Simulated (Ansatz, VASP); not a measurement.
## AlN: VASP beside Ansatz

File INCAR:

```
SYSTEM = AlN
PREC     = Accurate       ! precision mode
ENCUT    = 520            ! plane-wave cutoff, eV
EDIFF    = 1E-7           ! SCF threshold, eV
ISMEAR   = 0              ! smearing method
SIGMA    = 0.05           ! smearing width, eV
LREAL    = .False.        ! projectors in reciprocal space
LASPH    = .True.         ! aspherical terms in the spheres
NELM     = 60             ! most SCF steps
ALGO     = Normal         ! electronic algorithm
ISIF     = 2              ! what is computed and relaxed
LWAVE    = .False.        ! write WAVECAR
LCHARG   = .False.        ! write CHGCAR
NBANDS   = 16             ! bands
```

The input KPOINTS:

```
Automatic mesh
0
Gamma
  9 9 6
  0 0 0
```

Contents of POSCAR:

```
AlN
1.0
    3.0115238416      0.0000000000      0.0000000000
   -1.5057619208      2.6080561509      0.0000000000
    0.0000000000      0.0000000000      4.8201746025
Al N
2 2
Direct
    0.3333333333      0.6666666667      0.0015212672
    0.6666666667      0.3333333333      0.5015212672
    0.3333333333      0.6666666667      0.3834787328
    0.6666666667      0.3333333333      0.8834787328
```

Input for Ansatz:

```yaml
crystal:
  lattice:
    - [3.0115238416, 0.0, 0.0]
    - [-1.5057619208, 2.6080561509, 0.0]
    - [0.0, 0.0, 4.8201746025]
  atoms:
    - { symbol: Al, position: [0.3333333333, 0.6666666667, 0.0015212672] }
    - { symbol: Al, position: [0.6666666667, 0.3333333333, 0.5015212672] }
    - { symbol: "N", position: [0.3333333333, 0.6666666667, 0.3834787328] }
    - { symbol: "N", position: [0.6666666667, 0.3333333333, 0.8834787328] }
basis:
  ecutwfc: 520.0
kpoints:
  mp_grid: { grid: [9, 9, 6] }
hamiltonian:
  xc: lda
scf:
  occupations: { method: gaussian, width: 0.05 }
output:
  forces: true
  stress: true
  eigenvalues: true
```

Change from the starting cell: mode 5 frozen in at +0.000 Å, equal normal strain along x, y and z -0.0250.

Alike in both runs: task single point; functional LDA; k mesh 9 × 9 × 6; occupations gaussian, width 0.05 eV; no spin polarisation.

|  | VASP | Ansatz |
| --- | --- | --- |
| version | VASP 6.6.1 | Ansatz 0.2.0 |
| potentials or method | VASP PAW LDA potentials, release 64 (Al, N) | scalar-relativistic, plane waves, PAW |
| plane-wave cutoff (eV) | 520 | 520 |
| valence electrons in the cell | 16 | 16 |

|  | VASP | Ansatz | Ansatz less VASP |
| --- | --- | --- | --- |
| gap on the k mesh at the Fermi level (eV) | 4.92 | 4.95 | +0.024 |
| least direct gap on the mesh (eV) | 5.12 | 5.11 | -0.007 |
| pressure (GPa) | 19.5 | 18.6 | -0.94 |
| largest component of the traceless stress (GPa) | 0.92 | 0.88 | -0.041 |
| rms of the force components (eV/Å) | 0.021 | 0.021 | -0.0003 |

Atom by atom the forces differ by 0.000 eV/Å (rms over components).

Caveats: so large a pressure means that the cell lies far from this level's equilibrium, or that cutoff or potentials fall short (VASP); an odd mesh through Γ misses points on the zone boundary, where band edges often lie.
